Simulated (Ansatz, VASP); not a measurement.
**Two plane-wave programs on GaSb3**

```xyz
4
Lattice="0.0000 3.5855 3.5855 3.5855 0.0000 3.5855 3.5855 3.5855 0.0000" Properties=species:S:1:pos:R:3 pbc="T T T"
Ga    0.0000    0.0000    0.0000
Sb    1.7928    1.7928    1.7928
Sb    5.3783    5.3783    5.3783
Sb    3.5855    3.5855    3.5855
```

Alike in both runs: functional PBEsol; dispersion D3(BJ); k mesh 10 × 10 × 10; occupations gaussian, width 0.1 eV; no spin polarisation.

Ansatz relaxed the structure, and its values are those at the end. VASP's run is a single point on that final structure, the one shown.

|  | VASP | Ansatz |
| --- | --- | --- |
| version | VASP 6.6.1 | Ansatz 0.2.0 |
| potentials or method | VASP PAW PBE potentials, release 64 (Ga_d, Sb) | scalar-relativistic, plane waves, PAW |
| plane-wave cutoff (eV) | 520 | 420 |
| valence electrons in the cell | 28 | 58 |

Ansatz gave:

```
gap on the k mesh at the Fermi level (eV) : none
pressure (GPa)                            : 0.0
```

Question: Estimate VASP's values.

Answer: gap on the k mesh at the Fermi level (eV): none; pressure (GPa): 0.1.

A gap of «none» marks a metal or a gap that the smearing closes. The two sets of potentials don't hold the same shells in valence.

Caveats: the PAW data sets were made with another functional, which shifts forces and pressure a little (VASP); pairwise dispersion overbinds metals, which lowers pressure and volume. The runs have no spin-orbit coupling, so splittings on Sb are missing.
